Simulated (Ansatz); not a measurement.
# MgS (F-43m) in Ansatz: further runs, part 2 of 2

Ansatz 0.2.0. Earlier steps stand in the parts before.

### Step 6. Single point, HSE06, 22.74 Å³/atom

File input:

```
crystal:
  lattice:
    - [0.0, 2.8331200468, 2.8331200468]
    - [2.8331200468, 0.0, 2.8331200468]
    - [2.8331200468, 2.8331200468, 0.0]
  atoms:
    - { symbol: S, position: [0.25, 0.25, 0.25] }
    - { symbol: Mg, position: [0.0, 0.0, 0.0] }
hamiltonian:
  xc: hse06
  pseudopotentials: { kind: paw }
kpoints:
  mp_grid: { grid: [6, 6, 6] }
scf:
  occupations: { method: fermi_dirac, width: 0.05 }
output:
  forces: true
  stress: true
  eigenvalues: true
  write_density: true
  write_potential: true
  elf: true
  volumetric_format: npy
```

Potentials or basis: Ansatz PAW.

Wall time 7.5 s (1 × NVIDIA H100 80GB HBM3 with 2 threads of AMD EPYC 7R13 (Zen 3), shared host); peak memory 1.7 GiB.

It converged, with:

```yaml
Free_energy: -2829.7252 eV
Pressure: -0.1 GPa
Band_gap_on_the_k_mesh: 4.52 eV, direct
```

Caveat: the PAW data sets come from PBE, with cores solved anew for the run's functional, which leaves a small shift of forces and pressure; the thresholds are loose for stress.

### Step 7. Single point, HSE06, 23.20 Å³/atom (volume scaled by 1.02)

File input:

```
crystal:
  lattice:
    - [0.0, 2.851882978, 2.851882978]
    - [2.851882978, 0.0, 2.851882978]
    - [2.851882978, 2.851882978, 0.0]
  atoms:
    - { symbol: S, position: [0.25, 0.25, 0.25] }
    - { symbol: Mg, position: [0.0, 0.0, 0.0] }
hamiltonian:
  xc: hse06
  pseudopotentials: { kind: paw }
kpoints:
  mp_grid: { grid: [6, 6, 6] }
scf:
  occupations: { method: fermi_dirac, width: 0.05 }
output:
  forces: true
  stress: true
  eigenvalues: true
```

Run time: 8.1 s. Hardware: 1 × NVIDIA H100 80GB HBM3 with 2 threads of AMD EPYC 7R13 (Zen 3), shared host; peak memory 1.7 GiB.

It converged, with:

```
Free energy            : -2829.7214 eV
Pressure               : -1.2 GPa
Band gap on the k mesh : 4.41 eV, direct
```

Caveat: the PAW data sets come from PBE, with cores solved anew for the run's functional, which leaves a small shift of forces and pressure; the thresholds are loose for stress.

### Step 8. Single point, HSE06, 23.65 Å³/atom (volume scaled by 1.04)

input: that of step 7 with these lines changed.

```diff
@@ -2,5 +2,5 @@
   lattice:
-    - [0.0, 2.851882978, 2.851882978]
-    - [2.851882978, 0.0, 2.851882978]
-    - [2.851882978, 2.851882978, 0.0]
+    - [0.0, 2.8704022176, 2.8704022176]
+    - [2.8704022176, 0.0, 2.8704022176]
+    - [2.8704022176, 2.8704022176, 0.0]
   atoms:
```

Run time: 7.2 s. Hardware: 1 × NVIDIA H100 80GB HBM3 with 2 threads of AMD EPYC 7R13 (Zen 3), shared host; peak memory 1.7 GiB.

The run converged. Its results:

| Property | Result |
| --- | --- |
| Free energy | -2829.7115 eV |
| Pressure | -2.2 GPa |
| Band gap on the k mesh | 4.31 eV, direct |

Caveat: the PAW data sets come from PBE, with cores solved anew for the run's functional, which leaves a small shift of forces and pressure; the thresholds are loose for stress.

### Step 9. Single point, HSE06, 24.10 Å³/atom (volume scaled by 1.06)

input: that of step 8 with these lines changed.

```diff
@@ -2,5 +2,5 @@
   lattice:
-    - [0.0, 2.8704022176, 2.8704022176]
-    - [2.8704022176, 0.0, 2.8704022176]
-    - [2.8704022176, 2.8704022176, 0.0]
+    - [0.0, 2.8886855272, 2.8886855272]
+    - [2.8886855272, 0.0, 2.8886855272]
+    - [2.8886855272, 2.8886855272, 0.0]
   atoms:
```

Potentials or basis: Ansatz PAW.

Wall time 7.5 s (1 × NVIDIA H100 80GB HBM3 with 2 threads of AMD EPYC 7R13 (Zen 3), shared host); peak memory 1.7 GiB.

The run converged. Its results:

* Free energy: -2829.6961 eV
* Pressure: -3.2 GPa
* Band gap on the k mesh: 4.21 eV, direct

Caveat: the PAW data sets come from PBE, with cores solved anew for the run's functional, which leaves a small shift of forces and pressure; the thresholds are loose for stress.

### Step 10. Equation of state, HSE06

Potentials or basis: Ansatz PAW.

This step only gathers the single runs of the series.

Results:

| Quantity | Value |
| --- | --- |
| Equilibrium volume | 22.70 Å³/atom |
| Bulk modulus | 59 GPa |
| Pressure derivative of the bulk modulus | 4.0 |

Energy against volume, from the lowest point:
| volume (Å³/atom) | energy (meV/atom) |
| --- | --- |
| 21.376 | 15.88 |
| 21.831 | 6.61 |
| 22.285 | 1.45 |
| 22.740 | 0.00 |
| 23.195 | 1.91 |
| 23.650 | 6.85 |
| 24.105 | 14.54 |

Caveat: the PAW data sets were made with another functional, which shifts forces and pressure a little.

### Step 11. Band structure, PBE0

File input:

```
crystal:
  lattice:
    - [0.0, 2.8331200468, 2.8331200468]
    - [2.8331200468, 0.0, 2.8331200468]
    - [2.8331200468, 2.8331200468, 0.0]
  atoms:
    - { symbol: S, position: [0.25, 0.25, 0.25] }
    - { symbol: Mg, position: [0.0, 0.0, 0.0] }
hamiltonian:
  xc: pbe0
  pseudopotentials: { kind: paw }
kpoints:
  mp_grid: { grid: [6, 6, 6] }
  band_path:
    path:
      - [[0.0, 0.0, 0.0], [0.5, 0.0, 0.5], [0.5, 0.25, 0.75], [0.375, 0.375, 0.75], [0.0, 0.0, 0.0], [0.5, 0.5, 0.5], [0.625, 0.25, 0.625], [0.5, 0.25, 0.75], [0.5, 0.5, 0.5], [0.375, 0.375, 0.75]]
      - [[0.625, 0.25, 0.625], [0.5, 0.0, 0.5]]
    npoints: 4
scf:
  occupations: { method: fermi_dirac, width: 0.05 }
  n_extra_bands: 6
output:
  forces: true
  stress: true
  eigenvalues: true
  fatbands: false
```

Potentials or basis: Ansatz PAW.

What it wrote:

```text
Warning: output.stress: scf.convergence.dr2_threshold = 1e-7 eV (the SCF's general default) is looser than the 2e-10 eV advised for a printed stress (1e-10 eV for each atom of the cell: 2). What an SCF threshold leaves in a stress goes as its square root, and in the free energy as the threshold itself, and one threshold admits the most on a small cell: of the crystals measured, under no hybrid functional and no lock of the moments, on runs that ended without the residual-converged pass, on stresses that held no estimate of that error, the worst erred by over 100 MPa in a component at 1e-7 eV an atom and by under 5 at 1e-10. Set scf.convergence.dr2_threshold to 2e-10 eV or tighter. The threshold is an SCF's pass mark: one that does not reach it within its budget of iterations ends unconverged, or closes short of it on a stop that the run arms, and scf.convergence.dr2_threshold's page says what that costs each kind of run
Warning: output.stress: scf.exx.energy_threshold = 1e-6 eV is looser than the 2e-8 eV advised for a stress under a hybrid functional (1e-8 eV for each atom of the cell: 2). Every SCF of the exchange loop can meet its threshold on dr2 while the loop round them stops early: no threshold on dr2 bounds what that leaves in the stress. Set scf.exx.energy_threshold to 2e-8 eV or tighter. The threshold is the loop's pass mark: a loop that does not reach it within its budget of cycles ends unconverged, and scf.exx.energy_threshold's page has the law
scf.n_extra_bands = 6 over 8 filled bands (N_el = 16.0): the run solves 14 bands
GPUs: using 1 of 1 available (devices: 1).
Engine: ansatz 0.2.0, x86_64-unknown-linux-gnu
[... 99 lines left out ...]
--- Stress (GPa, compression-positive) ---
       -0.156924      -0.000000      -0.000000
        0.000000      -0.156924       0.000000
       -0.000000       0.000000      -0.156924
  P = ⅓ Tr σ = -0.1569 GPa (-1.569 kbar)
--- Band table (eV; the first three rows and the last of 16) ---
  k-point 0: bands = ["-76.6377", "-41.5331", "-41.5331", "-41.5331", "-10.4629", "2.0030", "2.0030", "2.0030", "7.1999", "11.9489", "11.9489", "11.9489", "14.9305", "14.9305"]
  k-point 1: bands = ["-76.6377", "-41.5340", "-41.5333", "-41.5333", "-10.2955", "0.8688", "1.9037", "1.9037", "8.2433", "11.6794", "12.2154", "12.2154", "14.2913", "14.2913"]
  k-point 2: bands = ["-76.6376", "-41.5356", "-41.5336", "-41.5336", "-9.9211", "-0.7462", "1.7227", "1.7227", "8.9885", "11.8931", "11.8931", "12.1533", "15.3170", "15.3170"]
  k-point 15: bands = ["-76.6376", "-41.5359", "-41.5350", "-41.5346", "-9.4572", "-0.7380", "0.2986", "0.6368", "8.7180", "10.7785", "13.4427", "13.4984", "16.7925", "18.0692"]
```

bands.tsv:

```text
# k_distance	band_0	band_1	band_2	band_3	band_4	band_5	band_6	band_7	band_8	band_9	band_10	band_11	band_12	band_13
# fermi_ev = 4.647064
# lock_threshold_ev = 1e-6
# [0, 0, 0] at k_distance = 0.000000
[... 54 lines left out ...]
6.726077	-81.284638	-46.182966	-46.182195	-46.181425	-14.126099	-5.357910	-4.692033	-3.539151	3.933731	6.265040	9.047697	9.600848	10.471554	11.680101
6.824089	-81.284635	-46.183122	-46.182019	-46.181533	-14.113466	-5.505101	-4.406600	-3.640721	3.579172	5.728970	9.594734	10.213004	10.820831	12.296485
6.922101	-81.284633	-46.183250	-46.181845	-46.181613	-14.110225	-5.625382	-4.103842	-3.717632	3.257341	5.257145	10.126422	10.877193	11.286662	12.870132
7.020113	-81.284633	-46.183330	-46.181723	-46.181663	-14.110779	-5.701147	-3.870465	-3.765516	3.012380	4.956529	10.558093	11.523871	11.699154	13.315134
7.118125	-81.284632	-46.183356	-46.181680	-46.181680	-14.111393	-5.726877	-3.781765	-3.781765	2.917863	4.855925	10.737527	11.872613	11.872613	13.503264
```

Run time: 31 s. Hardware: 1 × NVIDIA H100 80GB HBM3 with 2 threads of AMD EPYC 7R13 (Zen 3), shared host; peak memory 2 GiB.

What came out:

- Free energy: -2830.0802 eV
- Pressure: -0.2 GPa
- Band gap on the k mesh: 5.20 eV, direct
- Band gap along the path: 5.20 eV, direct

Levels at the corners of the path, in eV from the valence-band top:
```
point  band 6  band 7  band 8  band 9  band 10  band 11
    Γ    0.00    0.00    0.00    5.20     9.95     9.95
    X   -3.08   -1.14   -1.14    5.56     7.50    13.38
    W   -2.50   -2.01   -1.44    7.30    10.03    10.10
    K   -2.71   -2.05   -0.90    6.58     8.91    11.69
    Γ    0.00    0.00    0.00    5.20     9.95     9.95
    L   -3.43   -0.36   -0.36    6.96     9.58     9.58
    U   -2.71   -2.05   -0.90    6.58     8.91    11.69
    W   -2.50   -2.01   -1.44    7.30    10.03    10.10
    L   -3.43   -0.36   -0.36    6.96     9.58     9.58
    K   -2.71   -2.05   -0.90    6.58     8.91    11.69
    U   -2.71   -2.05   -0.90    6.58     8.91    11.69
    X   -3.08   -1.14   -1.14    5.56     7.50    13.38
```

Caveat: the PAW data sets come from PBE, with cores solved anew for the run's functional, which leaves a small shift of forces and pressure; the thresholds are loose for stress.

### Step 12. Overview

```csv
task,level,points for each segment of the path,gap on the mesh (eV),pressure (GPa)
band structure,HSE06,4,4.52,-0.1
equation of state,HSE06,-,-,-
band structure,PBE0,4,5.20,-0.2
```

Alike in all rows: potentials or basis Ansatz PAW; no spin polarisation; cell as given; k mesh 6 × 6 × 6; cutoff (eV) 420; smearing fermi-dirac 0.05 eV.

Caveats: the PAW data sets come from PBE, with cores solved anew for the run's functional, which leaves a small shift of forces and pressure (some runs); the thresholds are loose for stress (some runs); the PAW data sets were made with another functional, which shifts forces and pressure a little (some runs).

Total energies depend on the potentials used, so only differences within one code and one set of settings carry meaning.
